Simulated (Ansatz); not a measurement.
# Run record: elastic constants by finite strains of BeSe (F-43m)

Level of theory: PBEsol, PAW on Ansatz 0.2.0's default frozen-core files (fitted under PBE), scalar-relativistic.

Cell and atoms were relaxed beforehand by PAW with this functional.

Command line:

```sh
ansatz run input.yaml --threads 1 --pin off --max-ram 2560MiB --backend cpu --events-out ev --progress --plain --runs-dir out
```

input.yaml:

```yaml
crystal:
  lattice:
    - [0.0, 2.56405324507, 2.56405324507]
    - [2.56405324507, 0.0, 2.56405324507]
    - [2.56405324507, 2.56405324507, 0.0]
  atoms:
    - { symbol: Be, position: [0.0, 0.0, 0.0] }
    - { symbol: Se, position: [0.75, 0.75, 0.75] }
kpoints:
  mp_grid: { grid: [8, 8, 8] }
scf:
  occupations: { method: fixed }
hamiltonian:
  xc: pbesol
  pseudopotentials: { kind: paw }
elastic:
  mode: relaxed_ion
  stencil: two_point
  amplitude: 0.008
```

The program printed:

```
Warning: RAYON_NUM_THREADS=1 ignored (pool sized by the plan → 1); use --threads N
Engine: ansatz 0.2.0, aarch64-unknown-linux-gnu
Pseudopotentials: kind: paw
Pseudopotential: Be, paw, valence charge 2, recommended cutoff 420 eV (normal), Be.paw.azcp
Pseudopotential: Se, paw, valence charge 16, recommended cutoff 420 eV (normal), Se.paw.azcp
Functional definition: PBEsol
  exchange = pbesol_x
  correlation = pbesol_c
Crystal: 2 atoms, lattice volume = 33.714 Å³
Basis set: ecut = 420 eV, 645 PW (Γ), exchange–correlation on 50×50×50 points (8 copies of the dense FFT grid, shifted against one another)
Bands: 13, of which v1, the nominal top of the filled ones, is band 9 counted from 1 (8 counted from 0)
Symmetry: 24 space group operations
Space group: F-43m (ITA 216), of the structure as read, at distance tolerance 3.2e-5 Å
k-points: 29 of 512 (time reversal used)
Non-local potential: Be, projectors of the file, l = 0: 2, l = 1: 2, l = 2: 1
Non-local potential: Se, projectors of the file, l = 0: 2, l = 1: 2, l = 2: 3, l = 3: 1
PAW form: soft (Blöchl's): semilocal exchange-correlation on the pseudo side does not see the compensation charge
PAW frozen core: Be, regenerated for the run's functional, and the local potential with it (the file was generated under x = pbe(κ = 0.804, μ = 0.2195149727645171), c = pbe(β = 0.06672455060314922))
PAW frozen core: Se, regenerated for the run's functional, and the local potential with it (the file was generated under x = pbe(κ = 0.804, μ = 0.2195149727645171), c = pbe(β = 0.06672455060314922))
PAW one-centre angular grid: Be, 110 points (default); XC on 64 Gauss nodes
PAW one-centre angular grid: Se, 590 points (default); XC on 64 Gauss nodes
Initial density: superposition of atomic densities (neutral atoms: chi_scale 0, normalization atom), corrected by the library's trained network
Initial wavefunctions: pseudopotential atomic-orbital guess
Functional: x = pbesol(κ = 0.804, μ = 0.12345679012345678), c = pbesol(β = 0.046)
[... 136 lines left out ...]
  E_vpaw       = 217.486565  (= ΣTr[D̂ρ^β])
  E_aug_tail   = -0.000563  (compensation charges beyond the density's cutoff)
  E_ewald      = -1745.707409
  E_core_change = 1.017982  (= ΣΔE_core)
  E_smearing   = -0.000000  (= −TS)
  E_closure    = -0.000000  (closes the sum)
  Σ components = -5516.161870   (vs F -5516.161870, Δ=0.00e0)
--- Forces (eV/Å), atoms counted from 1 ---
  atom   1  Be    -0.00000000     0.00000000     0.00000000
  atom   2  Se     0.00000000     0.00000000     0.00000000
  max |Σ_I F_I| component: 3.60e-16 eV/Å
--- Stress (GPa, compression-positive) ---
        0.038197       0.000000      -0.000000
       -0.000000       0.038197       0.000000
       -0.000000       0.000000       0.038197
  P = ⅓ Tr σ = 0.0382 GPa (0.382 kbar)
--- Elastic constants: 2 strain directions × 2 members + reference (group order 24) ---
  dense FFT box of the reference and of every strained cell: 25×25×25
  strains applied: 11, 23; error gains: componentwise 1.00 (the most a stress slope's error grows in a printed constant), spectral 1.73 (1 for all six strains in a standard setting)
  C = ∂σ_k/∂η_j (tension-positive GPa; Voigt order 11 22 33 23 13 12):
       131.490     53.771     53.771     -0.000      0.000      0.000
        53.771    131.490     53.771     -0.000      0.000     -0.000
        53.771     53.771    131.490     -0.000     -0.000      0.000
         0.000      0.000      0.000     67.301     -0.000      0.000
         0.000      0.000      0.000      0.000     67.301     -0.000
        -0.000      0.000      0.000      0.000     -0.000     67.301
  reference stress σ⁰ (GPa):     -0.038     -0.038     -0.038     -0.000      0.000     -0.000
  C* (energy form; C + prestress term) asymmetry max|C*_kj − C*_jk| = 2.132e-14 GPa — a small one proves nothing (zero by symmetry where the batch's group is 432, −43m or m−3m); a large one is finite-difference/SCF noise where ...
  moduli (Voigt/Reuss/Hill, GPa): K = 79.68/79.68/79.68   G = 55.92/52.06/53.99   E = 132.13   ν = 0.224
  mechanically stable: yes (min eigenvalue of sym C = 67.30 GPa)
  strain η (Voigt 11):  stress-route row diagonal C_11 = 131.49 GPa, energy-path curvature d²(F+E_count+ΔE)/dδ²/Ω₀ = 131.50 GPa
         δ    σ_11 (GPa)             F (eV)   n_scf  n_hpsi   n_pw
    -8.000e-3      -1.0994       -5516.1609140       8   14194    666   relax 0 steps, max|allowed force component| 2.11e-16 eV/Å
     8.000e-3       1.0044       -5516.1610524       8   14865    684   relax 0 steps, max|allowed force component| 5.51e-17 eV/Å
  strain η (Voigt 23):  stress-route row diagonal C_44 = 67.30 GPa, energy-path curvature d²(F+E_count+ΔE)/dδ²/Ω₀ = 67.32 GPa
         δ    σ_23 (GPa)             F (eV)   n_scf  n_hpsi   n_pw
    -8.000e-3      -0.5384       -5516.1614145       9   19680    676   relax 3 steps, max|allowed force component| 1.47e-6 eV/Å
     8.000e-3       0.5384       -5516.1614145       8   19045    676   relax 2 steps, max|allowed force component| 2.24e-6 eV/Å
```

The run converged.

Elastic moduli:

Elastic constants of a crystal by Kohn-Sham DFT: slopes of the stress over finite engineering strains of the given cell, Voigt indices, Cartesian axes as in the input; Hill averages of a grain aggregate, Debye temperature from the mean sound speed over directions.

- Bulk modulus: 79.68 GPa
- Shear modulus: 53.99 GPa
- Young modulus: 132.1 GPa
- Poisson ratio: 0.2236
- Bulk over shear modulus: 1.476
- Elastic anisotropy index: 0.3712
- Least young modulus: 100.3 GPa
- Largest young modulus: 157.5 GPa
- Longitudinal sound speed: 5916 m/s
- Transverse sound speed: 3530 m/s
- Elastic debye temperature: 450.8 K
- Linear compressibility (x, y, z): 4.184, 4.184, 4.184 1/TPa
- Zener ratio: 1.732
- Cauchy pressure: -13.53 GPa

**Strained cells**

Stress of each strained cell less that at rest, tension positive.

```
strain component  strain  stress xx (GPa)  stress yy (GPa)  stress zz (GPa)  stress yz (GPa)  stress xz (GPa)  stress xy (GPa)  relaxation steps
              xx  -0.008           -1.061          -0.4432          -0.4432                0                0                0                 0
              xx   0.008            1.043           0.4171           0.4171                0                0                0                 0
              yz  -0.008           0.0008          -0.0047          -0.0047          -0.5384                0                0                 3
              yz   0.008           0.0008          -0.0047          -0.0047           0.5384                0                0                 2
```

**Elastic constants**

```json
{"Pressure at rest": "0.038 GPa", "Least elastic eigenvalue": "67.3 GPa", "Elastically stable": "yes"}
```

```tsv
index	elastic (GPa)
11	131.5
12	53.77
44	67.3
```

Known limits: frozen-core PAW files fitted under PBE, their cores solved anew for the functional of the run; constants at zero field, no piezoelectric stiffening.

It took 30 s on 1 thread of Arm Neoverse V2, with other jobs on the host, peak memory 0.34 GiB.
